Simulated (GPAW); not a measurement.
**N K ELNES/XANES of BN (Qingsongite, F-43m) from DFT**

Aim: the dependence of the N K near-edge features of BN (Qingsongite, F-43m) on volume.

Program: GPAW 26.7.0. Level of theory: X-ray absorption from dipole matrix elements to empty bands, plane-wave PAW LDA. Results are calculated unless marked as measured.

### Step 1. Starting point

It takes space group F-43m (No. 216, cubic). The conventional cell has a = 3.615 Å, b = 3.615 Å, c = 3.615 Å, α = 90.00°, β = 90.00°, γ = 90.00°. N has 4 B at 1.57 Å nearest. B has 4 N at 1.57 Å nearest. Farther neighbours and most contacts between anions are not listed.

As a file:

```cif
data_structure
_symmetry_space_group_name_H-M 'F-43m'
_symmetry_Int_Tables_number 216
_cell_length_a 3.6150
_cell_length_b 3.6150
_cell_length_c 3.6150
_cell_angle_alpha 90.000
_cell_angle_beta 90.000
_cell_angle_gamma 90.000
_cell_volume 47.24
loop_
_atom_site_label
_atom_site_type_symbol
_atom_site_symmetry_multiplicity
_atom_site_Wyckoff_symbol
_atom_site_fract_x
_atom_site_fract_y
_atom_site_fract_z
_atom_site_occupancy
N1 N 4 c 0.25000 0.25000 0.25000 1
B1 B 4 a 0.00000 0.00000 0.00000 1
```

### Step 2. The field without a hole

A plain self-consistent run shows whether there is a gap, which decides the set-up of the core-hole run.

The input, scf.py:

```python
import numpy as np
from ase import Atoms
from ase.parallel import parprint, paropen
from gpaw import GPAW, PW, FermiDirac, Mixer, MixerDif, setup_paths
from gpaw.test import gen
setup_paths.insert(0, '.')
gen('N', name='nch1s', xcname='LDA', corehole=(1, 0, 0), write_xml=True)
from gpaw.mpi import world
world.barrier()

atoms = Atoms('NB',
    cell=[[0, 1.8075, 1.8075],
     [1.8075, 0, 1.8075],
     [1.8075, 1.8075, 0]],
    scaled_positions=[[0.75, 0.75, 0.75],
     [0, 0, 0]],
    pbc=True)
atoms.calc = calc = GPAW(legacy_gpaw=True, mode=PW(500, force_complex_dtype=True), xc='LDA', setups={0: 'nch1s'},
    kpts={'size': (12, 12, 12), 'gamma': True}, occupations=FermiDirac(0.05),
    charge=0, mixer=Mixer(0.1, 5, 50), maxiter=150,
    convergence={'density': 0.0001, 'eigenstates': 1e-6}, txt='scf.txt')
energy = atoms.get_potential_energy() + calc.get_reference_energy()
ef = calc.get_fermi_level()
out = dict(energy=energy, fermi=ef, forces=atoms.get_forces().tolist())
parprint(f'all-electron energy {energy:.4f} eV, Fermi level {ef:.4f} eV')
ev = np.array([[calc.get_eigenvalues(k, s) for k in range(len(calc.get_ibz_k_points()))] for s in range(calc.get_number_of_spins())])
out['homo'], out['lumo'], out['counts'] = ev[ev < ef].max(), ev[ev > ef].min(), sorted(set((ev < ef).sum((0, 2)).tolist()))
out['filled'] = (ev[:, 0] < ef).sum(1).tolist()
import json
with paropen('out.json', 'w') as f:
    json.dump(out, f)
```

The run is started by

```bash
OMP_NUM_THREADS=1 mpirun -n 4 gpaw python scf.py
```

Numbers of over 12 decimals in the logs are rounded to 6 here.

What it wrote:

```text
Input parameters:
  convergence: {density: 0.0001,
                eigenstates: 1e-06}
  kpts: {gamma: True,
         size: (12, 12, 12)}
  maxiter: 150
  mixer: {backend: pulay,
          beta: 0.1,
          method: separate,
          nmaxold: 5,
          weight: 50}
  mode: {ecut: 500.0,
         force_complex_dtype: True,
         name: pw}
  occupations: {fixmagmom: False,
                name: fermi-dirac,
                width: 0.05}
  setups: {0: nch1s}

Initialize ...

[... PAW data sets ...]

Reference energy: -2133.488728  # eV

Spin-paired calculation

[... convergence settings ...]
Symmetries present (total): 24
  [... symmetry matrices ...]

1728 k-points: 12 x 12 x 12 Monkhorst-Pack grid + [1/24,1/24,1/24]
72 k-points in the irreducible part of the Brillouin zone
       k-points in crystal coordinates                weights
   0:    -0.00000000   -0.00000000   -0.00000000          1/1728
   1:     0.08333333    0.08333333   -0.00000000          6/1728
   2:     0.08333333    0.08333333    0.08333333          8/1728
   3:     0.16666667    0.08333333    0.08333333         12/1728
   4:     0.16666667    0.16666667   -0.00000000          6/1728
   5:     0.16666667    0.16666667    0.08333333         24/1728
   6:     0.16666667    0.16666667    0.16666667          8/1728
   7:     0.25000000    0.16666667    0.08333333         24/1728
   8:     0.25000000    0.16666667    0.16666667         24/1728
   9:     0.25000000    0.25000000   -0.00000000          6/1728
          ...
  71:     0.50000000    0.50000000    0.50000000          4/1728

Wave functions: Plane wave expansion
  Cutoff energy: 500.000 eV
  Number of coefficients (min, max): 284, 310
  Pulay-stress correction: 0.000000 eV/Ang^3 (de/decut=0.000000)
  Using FFTW library
  Wavefunction extrapolation:
    Improved wavefunction reuse through dual PAW basis

Occupation numbers: Fermi-Dirac:
  width: 0.0500  # eV

Eigensolver
   Davidson(niter=2)

Densities:
  Coarse grid: 14*14*14 grid
  Fine grid: 28*28*28 grid
  Total Charge: 0.000000

Density mixing:
  Method: separate
  Backend: pulay
  Linear mixing parameter: 0.1
  old densities: 5
  Width of damping distribution: 1.1
  Damping of long wavelength oscillations: 50

[... Hamiltonian set-up ...]
Number of atoms: 2
Number of atomic orbitals: 8
Number of bands in calculation: 8
Number of valence electrons: 8
Bands to converge: occupied

... initialized

Initializing position-dependent things.

Density initialized from atomic densities
Creating initial wave functions:
  8 bands from LCAO basis set

               N

       B

Atomic positions and initial magnetic moments

Positions:
   0 N      2.711250    2.711250    2.711250    ( 0.0000,  0.0000,  0.0000)
   1 B      0.000000    0.000000    0.000000    ( 0.0000,  0.0000,  0.0000)

Unit cell:
           periodic     x           y           z      points  spacing
  1. axis:    yes    0.000000    1.807500    1.807500    14     0.1491
  2. axis:    yes    1.807500    0.000000    1.807500    14     0.1491
  3. axis:    yes    1.807500    1.807500    0.000000    14     0.1491

  Lengths:   2.556191   2.556191   2.556191
  Angles:   60.000000  60.000000  60.000000

Effective grid spacing dv^(1/3) = 0.1627

iter:   1   -19.677448
iter:   2   -19.379583   -1.61  -0.77
iter:   3   -18.882647   -1.23  -0.85
iter:   4   -18.836184   -2.64  -1.22
iter:   5   -18.827953   -2.49  -1.49
iter:   6   -18.824669   -3.58  -1.96
iter:   7   -18.823951   -3.84  -2.37
iter:   8   -18.823914c  -5.42  -3.08
iter:   9   -18.823916c  -6.48c -3.62
iter:  10   -18.823913c  -6.39c -3.64
iter:  11   -18.823913c  -8.71c -4.64c

Converged after 11 iterations.

Dipole moment: (1.725237, 1.725237, 1.725237) |e|*Ang

Energy contributions relative to reference atoms: (reference = -2133.488728)

Kinetic:        +13.110990
Potential:      -11.764400
External:        +0.000000
XC:             -20.105017
Entropy (-ST):   -0.000000
Local:           -0.065486
SIC:             +0.000000
--------------------------
Free energy:    -18.823913
Extrapolated:   -18.823913

Showing only first 2 kpts
 Kpt  Band  Eigenvalues  Occupancy
  0     2      9.88584    2.00000
  0     3      9.88594    2.00000
  0     4     18.54357    0.00000
  0     5     18.54357    0.00000

  1     2      9.32078    2.00000
  1     3      9.32084    2.00000
  1     4     18.20123    0.00000
  1     5     19.29295    0.00000

Fermi level: 10.96027

Gap: 4.286 eV
Transition (v -> c):
  (s=0, k=0, n=3, [-0.00, -0.00, -0.00]) -> (s=0, k=65, n=4, [0.50, 0.50, -0.00])
Direct/indirect transitions are different
Direct gap: 8.658 eV
Transition at: (s=0, k=0, n=3, [-0.00, -0.00, -0.00])

Forces in eV/Ang:
  0 N    -0.00000    0.00000   -0.00000
  1 B     0.00000    0.00000    0.00000
Scalar-relativistic atomic LDA calculation for N (Nitrogen, Z=7)
Core hole in 1s state (1s occupation: 2.0)
300 radial gridpoints.
|------------------------------------------------|
|------------------------------------------------|
[... the atom generator's iteration count ...]

Energy contributions:
-------------------------
Kinetic:      +53.816217
XC:            -6.142385
Potential:   -101.727472
-------------------------
Total:        -54.053639

state      eigenvalue         ekin         rmax
-----------------------------------------------
1s^2.0 :   -14.019608    21.782698        0.149
2s^2.0 :    -0.676924     2.368146        1.016
2p^3.0 :    -0.265967     1.838177        0.965
-----------------------------------------------
(units: Bohr and Hartree)

Generating PAW setup
Kinetic energy of the core from tauc = 43.592016
Cutoffs:
rc(s)=1.140
rc(p)=1.000
rc(d)=1.090
rc(vbar)=1.120
rc(comp)=1.090
rc(nct)=1.140

Kinetic energy of the core states: 43.565395
Charge: 0.0
Core electrons: 2.0
Valence electrons: 5.0
Pseudo-core charge: 0.013034
Shape function alpha=8.417
Pseudo-electron charge 5.012684
state    eigenvalue         norm
--------------------------------
2s(2) :    -0.676924     1.071713
*s    :     0.323076
2p(3) :    -0.265967     0.952074
*p    :     0.734033
*d    :     0.000000
--------------------------------

Diagonalizing with gridspacing h=0.050

state   all-electron     PAW
-------------------------------
2s:      -0.676924    -0.677975
2p:      -0.265967    -0.268121
*d:                    0.048644
*f:                    0.076426
-------------------------------
all-electron energy -2152.3126 eV, Fermi level 10.9603 eV
```

Elapsed: 3.5 s, on 4 MPI ranks of Arm Neoverse V2, shared host; peak memory 0.15 GiB.

The mesh shows a gap of 4.29 eV, so the hole is first treated in a charged cell, without the excited electron.

### Step 3. Supercell without a hole, the energy reference

The photon energy needs a difference of total energies, so the cell and mesh of the coming hole run are first run without a hole.

Changes to scf.py since step 2:

```diff
@@ -10,11 +10,25 @@
 
-atoms = Atoms('NB',
-    cell=[[0, 1.8075, 1.8075],
-     [1.8075, 0, 1.8075],
-     [1.8075, 1.8075, 0]],
-    scaled_positions=[[0.75, 0.75, 0.75],
-     [0, 0, 0]],
+atoms = Atoms('N8B8',
+    cell=[[0, 3.615, 3.615],
+     [3.615, 0, 3.615],
+     [3.615, 3.615, 0]],
+    scaled_positions=[[0.375, 0.375, 0.375],
+     [0.375, 0.375, 0.875],
+     [0.375, 0.875, 0.375],
+     [0.875, 0.375, 0.375],
+     [0.375, 0.875, 0.875],
+     [0.875, 0.375, 0.875],
+     [0.875, 0.875, 0.375],
+     [0.875, 0.875, 0.875],
+     [0, 0, 0],
+     [0, 0, 0.5],
+     [0, 0.5, 0],
+     [0.5, 0, 0],
+     [0, 0.5, 0.5],
+     [0.5, 0, 0.5],
+     [0.5, 0.5, 0],
+     [0.5, 0.5, 0.5]],
     pbc=True)
 atoms.calc = calc = GPAW(legacy_gpaw=True, mode=PW(500, force_complex_dtype=True), xc='LDA', setups={0: 'nch1s'},
-    kpts={'size': (12, 12, 12), 'gamma': True}, occupations=FermiDirac(0.05),
+    kpts={'size': (4, 4, 4), 'gamma': True}, occupations=FermiDirac(0.02),
     charge=0, mixer=Mixer(0.1, 5, 50), maxiter=150,
```

What it wrote:

```text
Input parameters:
  convergence: {density: 0.0001,
                eigenstates: 1e-06}
  kpts: {gamma: True,
         size: (4, 4, 4)}
  maxiter: 150
  mixer: {backend: pulay,
          beta: 0.1,
          method: separate,
          nmaxold: 5,
          weight: 50}
  mode: {ecut: 500.0,
         force_complex_dtype: True,
         name: pw}
  occupations: {fixmagmom: False,
                name: fermi-dirac,
[...]
2s(2) :    -0.676924     1.071713
*s    :     0.323076
2p(3) :    -0.265967     0.952074
*p    :     0.734033
*d    :     0.000000
--------------------------------

Diagonalizing with gridspacing h=0.050

state   all-electron     PAW
-------------------------------
2s:      -0.676924    -0.677975
2p:      -0.265967    -0.268121
*d:                    0.048644
*f:                    0.076426
-------------------------------
all-electron energy -17218.5593 eV, Fermi level 10.9601 eV
[key lines of the parts left out:]
Converged after 12 iterations.
Dipole moment: (13.800705, 13.800705, 13.800705) |e|*Ang
Free energy:   -150.649507
Fermi level: 10.96009
```

It took 13 s on 4 MPI ranks; peak memory 0.25 GiB; 51 s of CPU time.

Reference energy: -17218.559 eV with the cores included.

(Continued in part 2 of 3.)

[Banner, clock and machine lines of the logs are left out without a mark of their own.]

[Logs are printed without paths, hosts, clocks, repeated set-up lines and the standing remarks that a program may print on its own settings, such as how far it seeks lower states.]

[Hosts, paths, dates, database ids (printed as entryN), source tags and the programs' standing remarks are cut or masked in the printed files.]

[Lists of maxima count a maximum above −3 eV only where it reaches 4 % of the highest in the window and stands out from its surroundings by 2 % of it (1.5 % where it reaches 55 %); shoulders and weaker maxima are passed over, and of the rest the first, up to two pre-edge ones and the few strongest are named.]
